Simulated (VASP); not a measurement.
# Ca in VASP: further runs, part 2 of 2

VASP 6.6.1. Earlier steps stand in the parts before.

## Step 3: Single point, PBEsol

Contents of INCAR:

```
SYSTEM = Ca
PREC     = Accurate       ! precision mode
ENCUT    = 520            ! plane-wave cutoff, eV
EDIFF    = 1E-6           ! SCF threshold, eV
ISMEAR   = -1             ! smearing method
SIGMA    = 0.1            ! smearing width, eV
LREAL    = .FALSE.        ! projectors in reciprocal space
LASPH    = .TRUE.         ! aspherical terms in the spheres
NELM     = 100            ! most SCF steps
ALGO     = Fast           ! electronic algorithm
ISIF     = 2              ! what is computed and relaxed
LWAVE    = .FALSE.        ! write WAVECAR
LCHARG   = .FALSE.        ! write CHGCAR
LDIPOL   = .TRUE.       
IDIPOL   = 3            
DIPOL    = 0.5 0.5 0.500
GGA      = PS             ! functional
NBANDS   = 33             ! bands
```

Contents of KPOINTS:

```
regular mesh
0
G
  11 11 1
  0 0 0
```

Contents of POSCAR:

```
Ca
1.0
    3.8579598800      0.0000000000      0.0000000000
   -1.9289799400      3.3410912629      0.0000000000
    0.0000000000      0.0000000000     32.6000000000
Ca
5
Direct
    0.8333333333      0.1666666667      0.3092479501
    0.1666666667      0.8333333333      0.4034120216
    0.5000000000      0.5000000000      0.4999999380
    0.8333333333      0.1666666667      0.5965879476
    0.1666666667      0.8333333333      0.6907521427
```

Potentials or basis: VASP PAW PBE potentials, release 64 (Ca_sv).

Started as:

```
$ cat potpaw_PBE.64/Ca_sv/POTCAR > POTCAR
$ mpirun -np 1 vasp_std > vasp.out
```

OUTCAR:

```text
SYSTEM = Ca
   PREC = Accurate
   ENCUT = 520
   EDIFF = 1E-6
   ISMEAR = -1
   LREAL = .FALSE.
   LASPH = .TRUE.
   NELM = 100
   ISIF = 2
   GGA = PS

 ion  position               nearest neighbor table
   1  0.833  0.167  0.309-
   2  0.167  0.833  0.403-
   3  0.500  0.500  0.500-
   4  0.833  0.167  0.597-
   5  0.167  0.833  0.691-

  LATTYP: Found a hexagonal cell.
 ALAT       =     3.8579598800
 C/A-ratio  =     8.4500619535

  Lattice vectors:

 A1 = (   3.8579598800,   0.0000000000,   0.0000000000)
 A2 = (  -1.9289799400,   3.3410912629,   0.0000000000)
 A3 = (   0.0000000000,   0.0000000000,  32.6000000000)

Analysis of symmetry for initial positions (statically):
=====================================================================
 Subroutine PRICEL returns:
 Original cell was already a primitive cell.

 Routine SETGRP: Setting up the symmetry group for a
 hexagonal supercell.

 Subroutine GETGRP returns: Found 12 space group operations
 (whereof  4 operations were pure point group operations)
 out of a pool of 24 trial point group operations.

The static configuration has the point symmetry C_2h.
 The point group associated with its full space group is D_3d.

Analysis of symmetry for dynamics (positions and initial velocities):
=====================================================================
 Subroutine PRICEL returns:
 Original cell was already a primitive cell.

 Routine SETGRP: Setting up the symmetry group for a
 hexagonal supercell.

 Subroutine GETGRP returns: Found 12 space group operations
 (whereof  4 operations were pure point group operations)
 out of a pool of 24 trial point group operations.

The dynamic configuration has the point symmetry C_2h.
 The point group associated with its full space group is D_3d.

 Subroutine INISYM returns: Found 12 space group operations
 (whereof  4 operations are pure point group operations),
 and found     1 'primitive' translations

----------------------------------------------------------------------------------------

                                     Primitive cell

  volume of cell :     420.2074

  direct lattice vectors                    reciprocal lattice vectors
     3.857959880  0.000000000  0.000000000     0.259204354  0.149651704  0.000000000
    -1.928979940  3.341091263  0.000000000     0.000000000  0.299303408  0.000000000
     0.000000000  0.000000000 32.600000000     0.000000000  0.000000000  0.030674847

  length of vectors
     3.857959880  3.857959880 32.600000000     0.299303408  0.299303408  0.030674847

  position of ions in fractional coordinates (direct lattice)
     0.833333333  0.166666667  0.309247950
     0.166666667  0.833333333  0.403412022
     0.500000000  0.500000000  0.499999938
     0.833333333  0.166666667  0.596587948
     0.166666667  0.833333333  0.690752143

  ion indices of the primitive-cell ions
   primitive index   ion index
                 1           1
                 2           2
                 3           3
[... 32 lines left out ...]
  0.090909  0.000000  0.000000      6.000000
  0.181818 -0.000000  0.000000      6.000000
  0.272727 -0.000000  0.000000      6.000000
  0.363636  0.000000  0.000000      6.000000
  0.454545  0.000000  0.000000      6.000000
[... 8 lines left out ...]
  0.272727  0.272727  0.000000      6.000000
  0.363636  0.272727  0.000000      6.000000
   k-points           NKPTS =     16   k-points in BZ     NKDIM =     16   number of bands    NBANDS=     33
   number of dos      NEDOS =    301   number of ions     NIONS =      5
   total plane-waves  NPLWV = 225000
   dimension x,y,z NGX =    30 NGY =   30 NGZ =  250
   dimension x,y,z NGXF=    60 NGYF=   60 NGZF=  500
   ions per type =               5
   NGX,Y,Z   is equivalent  to a cutoff of  12.93, 12.93, 12.75 a.u.
   NGXF,Y,Z  is equivalent  to a cutoff of  25.86, 25.86, 25.50 a.u.
 SYSTEM =  Ca
   PREC   = accura    normal or accurate (medium, high low for compatibility)
   ISTART =      0    job   : 0-new  1-cont  2-samecut
   ICHARG =      2    charge: 1-file 2-atom 10-const
   ISPIN  =      1    spin polarized calculation?
   LNONCOLLINEAR =      F non collinear calculations
   LSORBIT =      F    spin-orbit coupling
   LASPH  =      T    aspherical Exc in radial PAW
   ENCUT  =  520.0 eV  38.22 Ry    6.18 a.u.   7.17  7.17 60.61*2*pi/ulx,y,z
   NELM   =    100;   NELMIN=  2; NELMDL= -5     # of ELM steps
   EDIFF  = 0.1E-05   stopping-criterion for ELM
   LREAL  =      F    real-space projection
   EDIFFG = 0.1E-04   stopping-criterion for IOM
   NSW    =      0    number of steps for IOM
   IBRION =     -1    ionic relax: 0-MD 1-quasi-New 2-CG
   NFREE  =      0    steps in history (QN), initial steepest desc. (CG)
   ISIF   =      2    stress and relaxation
   ISYM   =      2    0-nonsym 1-usesym 2-fastsym
   POTIM  = 0.5000    time-step for ionic-motion
   TEBEG  =    0.0;   TEEND  =   0.0 temperature during run
   PSTRESS=    0.0 pullay stress
   NELECT =      50.0000    total number of electrons
   NUPDOWN=      -1.0000    fix difference up-down
   EMIN   =  10.00;   EMAX   =-10.00  energy-range for DOS
   EFERMI =   0.00;   METHOD = LEGACY
   ISMEAR =    -1;   SIGMA  =   0.10  broadening in eV -4-tet -1-fermi 0-gaus
   EFERMI_NEDOS =   21; number of points for ismear=-14 and -15
   IALGO  =     68    algorithm
   IMIX   =      4    mixing-type and parameters
     AMIX     =   0.40;   BMIX     =  1.00
     AMIX_MAG =   1.60;   BMIX_MAG =  1.00
  volume/ion in A,a.u.               =      84.04       567.14
  Fermi-wavevector in a.u.,A,eV,Ry     =   0.805212  1.521630  8.821562  0.648367
  Thomas-Fermi vector in A             =   1.913414
   LORBIT       =      0    0 simple, 1 ext, 2 COOP (PROOUT), +10 PAW based schemes
   GGA     = PS    functional components
   LHFCALC =     F    Hartree Fock is set to
   AEXX    =    0.0000 exact exchange contribution
   IVDW    =     0    specifies the selected vdW correction
   LEPSILON=     F    determine dielectric tensor
   LRPA    =     F    only Hartree local field effects (RPA)
 non-spin polarized calculation
 RMM-DIIS sequential band-by-band and
  energy-cutoff  :      520.00
  volume of cell :      420.21
 maximum number of plane-waves:     11379
 NGX is ok and might be reduce to    30
   NGX = 15   NGY = 15   NGZ =121

 dipolmoment           0.000000      0.000000     -0.000000 electrons x Angstroem

 number of electron      49.9999999 magnetization

 dipolmoment           0.000000      0.000000      0.000038 electrons x Angstroem

 Free energy of the ion-electron system (eV)
  ---------------------------------------------------
  ext. energy  EPLUGINS =         0.00000000
  ---------------------------------------------------
  free energy    TOTEN  =        -9.95037668 eV

  energy without entropy =       -9.73318065  energy(sigma->0) =       -9.84177867

 E-fermi :  -0.4753     XC(G=0):  -4.3338

 val. band max:       -0.4754602454   @ k =   0.2727   0.2727   0.0000
 cond. band min:      -0.4608454624   @ k =   0.0909   0.0909   0.0000
 fundamental gap:      0.0146147831
 Fermi energy:        -0.4753331658

 k-point     1 :       0.0000    0.0000    0.0000
  band No.  band energies     occupation
      1     -42.5988      2.00000
      2     -42.5983      2.00000
      3     -42.2376      2.00000
      4     -42.1802      2.00000
      5     -42.1794      2.00000
      6     -23.7268      2.00000
[... 565 lines left out ...]
     32       0.5403      0.00008
     33       0.6159      0.00004

------------------------ aborting loop because EDIFF is reached ----------------------------------------

 vacuum level on the upper side and lower side of the slab       (xc-potential included)        -0.114        -0.115

  FORCE on cell =-STRESS in cart. coord.  units (eV):
  Direction    XX          YY          ZZ          XY          YZ          ZX
  --------------------------------------------------------------------------------------
  -------------------------------------------------------------------------------------
  Total        0.1340020      0.1340020      0.0208686     -0.0000000      0.0000000      0.0000000
  in kB        0.5109261      0.5109261      0.0795682     -0.0000000      0.0000000      0.0000000
  external PRESSURE =       0.3671401 kB  Pullay stress =       0.0000000 kB

 VOLUME and BASIS-vectors are now :
 -----------------------------------------------------------------------------
  energy-cutoff  :      520.00
  volume of cell :      420.21
      direct lattice vectors                 reciprocal lattice vectors
     3.857959880  0.000000000  0.000000000     0.259204354  0.149651704  0.000000000
    -1.928979940  3.341091263  0.000000000     0.000000000  0.299303408  0.000000000
     0.000000000  0.000000000 32.600000000     0.000000000  0.000000000  0.030674847

 POSITION                                       TOTAL-FORCE (eV/Angst)
 -----------------------------------------------------------------------------------
      2.89347      0.55685     10.08148        -0.000000     -0.000000     -0.005840
     -0.96449      2.78424     13.15123         0.000000     -0.000000      0.003067
      0.96449      1.67055     16.30000         0.000000     -0.000000      0.000000
      2.89347      0.55685     19.44877        -0.000000     -0.000000     -0.003067
     -0.96449      2.78424     22.51852        -0.000000      0.000000      0.005840
 -----------------------------------------------------------------------------------
    total drift:                                0.000001     -0.000001      0.006333

  FREE ENERGIE OF THE ION-ELECTRON SYSTEM (eV)
  ---------------------------------------------------
  free  energy   TOTEN  =        -9.9503766805 eV

  energy  without entropy=       -9.7331806509  energy(sigma->0) =       -9.84177867

 vacuum level on the upper side and lower side of the slab         2.433         2.433
```

Wall time 6.7 min (1 thread of Intel Xeon 6975P-C (Granite Rapids), shared host); peak memory 0.59 GiB.

What came out:

```
Free energy            : -9.9504 eV
Largest force          : 0.006 eV/Å
Band gap on the k mesh : none (metal or under the smearing width)
```

Forces in eV/Å, atoms in the order of the input:
```
Ca   0.000  0.000 -0.006
Ca   0.000  0.000  0.003
Ca   0.000  0.000  0.000
Ca   0.000  0.000 -0.003
Ca   0.000  0.000  0.006
```

Caveat: the PAW data sets were made with another functional, which shifts forces and pressure a little.
